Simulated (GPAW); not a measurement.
Crystal: W.

```
CELL_PARAMETERS angstrom
0.00000 2.03000 2.03000
2.03000 0.00000 2.03000
2.03000 2.03000 0.00000
ATOMIC_POSITIONS crystal
W 0.00000 0.00000 0.00000
```

This isn't the form of W at room conditions, which is bcc.

* Program: GPAW 26.7.0
* Task: relaxation of cell and atoms
* Functional: PBE
* Potentials or basis: GPAW PAW data sets (gpaw-data 1.2.1)
* Cutoff: 600 eV
* Basis: pw
* k mesh: 8 × 8 × 8
* Occupations: fermi-dirac, width 0.05 eV
* Spin: no spin polarisation

At the start: pressure -4.6 GPa; volume 16.73 Å³/atom.

Problem. Where does the relaxation end?

Solution. Over 3 steps the energy falls by 3.9 meV/atom and the volume is 16.46 Å³/atom (-1.6 %); space group Fm-3m (No. 225, to 0.05 Å).

Step by step:
```csv
step,energy change (eV),largest force (eV/Å),pressure (GPa),volume (Å³)
1,0.0000,0.0000,-4.63,16.73
2,-0.0036,0.0000,1.22,16.39
3,-0.0039,0.0000,-0.02,16.46
```

Final structure:
```cif
data_structure
_symmetry_space_group_name_H-M 'P 1'
_symmetry_Int_Tables_number 1
_cell_length_a 2.8551
_cell_length_b 2.8551
_cell_length_c 2.8551
_cell_angle_alpha 60.000
_cell_angle_beta 60.000
_cell_angle_gamma 60.000
_cell_volume 16.46
loop_
_atom_site_label
_atom_site_type_symbol
_atom_site_fract_x
_atom_site_fract_y
_atom_site_fract_z
_atom_site_occupancy
W1 W 0.00000 0.00000 0.00000 1
```

Caveat: later steps reuse the first step's grids.
